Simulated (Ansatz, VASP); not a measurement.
## Two plane-wave programs on Nb

INCAR

```
SYSTEM = Nb
ALGO = Fast
EDIFF = 1E-6
ENCUT = 520
GGA = PE
ISIF = 2
ISMEAR = -1
LASPH = .True.
LCHARG = .False.
LREAL = .False.
LWAVE = .False.
NBANDS = 12
NELM = 100
PREC = Accurate
SIGMA = 0.05
```

File KPOINTS:

```
k-points
0
Gamma
  10 10 10
  0 0 0
```

The input POSCAR:

```
Nb
1.0
    2.7554288410      0.0000000000      0.0000000000
    0.0000000000      2.7554288410      0.0000000000
    0.0000000000      0.0000000000      2.7554288410
Nb
1
Direct
    0.5000000000      0.5000000000      0.5000000000
```

The input input.yaml:

```yaml
crystal:
  lattice:
    - [2.755428841, 0.0, 0.0]
    - [0.0, 2.755428841, 0.0]
    - [0.0, 0.0, 2.755428841]
  atoms:
    - { symbol: Nb, position: [0.5, 0.5, 0.5] }
hamiltonian:
  xc: pbe
  pseudopotentials: { kind: paw, azcp: { folder: soft_1 } }
kpoints:
  mp_grid: { grid: [10, 10, 10] }
scf:
  occupations: { method: fermi_dirac, width: 0.05 }
output:
  forces: true
  stress: true
  eigenvalues: true
```

The cell was built by a generator and needn't be a form met in nature.

Alike in both runs: task single point; functional PBE; k mesh 10 × 10 × 10; occupations fermi-dirac, width 0.05 eV; no spin polarisation.

|  | VASP | Ansatz |
| --- | --- | --- |
| version | VASP 6.6.1 | Ansatz 0.2.0 |
| potentials or method | VASP PAW PBE potentials, release 64 (Nb_sv) | Ansatz PAW soft_1 |
| plane-wave cutoff (eV) | 520 | 420 |
| valence electrons in the cell | 13 | 13 |

```tsv
	VASP	Ansatz	Ansatz less VASP
gap on the k mesh at the Fermi level (eV)	none	none	-
pressure (GPa)	-4.2	-4.0	+0.17
```

A gap of «none» marks a metal or a gap that the smearing closes.
